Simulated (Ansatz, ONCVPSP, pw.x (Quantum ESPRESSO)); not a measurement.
In (diamond): variants of one ONCV potential in the solid

ONCVPSP 4.0.1.1 (patched build) input, shortened (lines: element, Z, core and valence counts, functional; n l f; lmax; l rc ep ncon nbas qcut; lloc lpopt rc5 dvloc0; l nproj debl; icmod fcfact rcfact), PBE, scalar-relativistic:

```
  In 49.00    9    2        4      upf
    1    0    2.00
    2    0    2.00
    2    1    6.00
    3    0    2.00
    3    1    6.00
    3    2   10.00
    4    0    2.00
    4    1    6.00
    4    2   10.00
    5    0    2.00
    5    1    1.00
    1
    0    2.20    0.00    5    8    2.70
    1    2.40    0.00    5    9    3.30
    4    5    1.45    2.00
    0    3    2.90
    1    2    3.20
    1    0.20    0.00
```

Crystal test: diamond In in pw.x 7.5, no spin, 8³ k-points, Fermi–Dirac smearing 0.01 Ry, cutoffs set for each file from its atomic test. The reference is all-electron LAPW (Ansatz 0.2.0) with the same functional, mesh and smearing; V0 and B0 come from Birch–Murnaghan fits to the pressures at five volumes. Errors are pseudo minus all-electron; Δ is the rms difference of the E(V) curves that follow from these fits, minima aligned, over ±6 % about the mean V0. Mesh and smearing are coarse, so the numbers serve the comparison and aren't converged zero-temperature values; the lattice is a test structure that the element need not adopt.

All-electron: a0 = 6.737 Å (V0 = 38.22 Å³/atom), B0 = 20.8 GPa.

Base: This is a poor potential for the solid. The pseudo pressure rises with volume over part of the range, a mechanical instability.

A dash in a converged row means that the minimum lies outside the volumes sampled.

```csv
change,cutoffs (Ry),pw.x,mean pressure error (GPa)
base,60/240,converged,-7.63
"local potential polynomial inside 1.60 bohr (lpopt 4, dvloc0 3 Ha)",60/240,converged,-5.51
"core correction polynomial model core, fcfact 0.4",60/240,converged,-7.77
p: nbas 10,60/240,converged,-7.63
"local potential polynomial inside 1.38 bohr (lpopt 5, dvloc0 2 Ha)",60/240,converged,-8.81
```

Problem. Give the row for: core correction polynomial model core, fcfact 0.16.

Solution. pw.x: converged; mean pressure error (GPa): -7.54.
